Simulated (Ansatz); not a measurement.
# How settings move the results for KBr

```
K Br
1.0
     0.00000    3.29250    3.29250
     3.29250    0.00000    3.29250
     3.29250    3.29250    0.00000
K Br
1 1
Direct
  0.00000 0.00000 0.00000
  0.50000 0.50000 0.50000
```

Atoms are numbered in the order listed.

The cell is COD entry 1010046, as deposited and not checked against the literature; nothing was relaxed. It is an old determination, and later ones may differ.

Level of theory: Ansatz 0.2.0, DFT, PBE, all-electron LAPW, scalar-relativistic.

The runs use a Γ-centred 7×7×7 k mesh, Fermi–Dirac smearing of 0.01 eV, basis error target 0.25 meV/atom, no spin polarisation. One setting is then changed at a time.

```csv
basis error target (meV/atom),free energy less the base's (meV/atom),P (GPa),gap on the mesh (eV),cutoff chosen (eV)
0.25 (base),0.0,0.83,4.454,151
3,0.8,0.83,4.453,112
10,?,0.84,4.453,95
30,?,0.86,4.452,80
0.1,0.0,0.83,4.454,167
```

(1) What belongs in the row "10", column "free energy less the base's (meV/atom)"?

(2) Give the missing entry: row "30", column "free energy less the base's (meV/atom)".

## Answers

(1) 2.7.

(2) 8.3.
